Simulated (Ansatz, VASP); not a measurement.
# Ti4H: VASP beside Ansatz

```xyz
5
Lattice="3.2553 0.0000 0.0000 0.0000 3.2553 0.0000 0.0000 0.0000 20.1794" Properties=species:S:1:pos:R:3 pbc="T T T"
Ti    1.6277    1.6277    4.0000
Ti    0.0000    0.0000    5.6277
Ti    1.6277    1.6277    7.1674
Ti    0.0000    0.0000    8.6794
H     0.4069    0.4069   10.3208
```

Alike in both runs: functional PBE; k mesh 8 × 8 × 1; occupations gaussian, width 0.1 eV; no spin polarisation.

Ansatz relaxed the structure, and its values are those at the end. VASP's run is a single point on that final structure, the one shown.

|  | VASP | Ansatz |
| --- | --- | --- |
| version | VASP 6.6.1 | Ansatz 0.2.0 |
| potentials or method | VASP PAW PBE potentials, release 64 (Ti_sv, H) | scalar-relativistic, plane waves, PAW |
| plane-wave cutoff (eV) | 520 | 420 |
| valence electrons in the cell | 49 | 49 |

```csv
,VASP,Ansatz,Ansatz less VASP
gap on the k mesh at the Fermi level (eV),none,none,-
rms of the force components (eV/Å),0.388,0.389,+0.0015
"work function, face that differs most (eV)",6.40,6.41,+0.003
```

A gap of «none» marks a metal or a gap that the smearing closes. Ansatz warned: «vacuum_below_fermi».
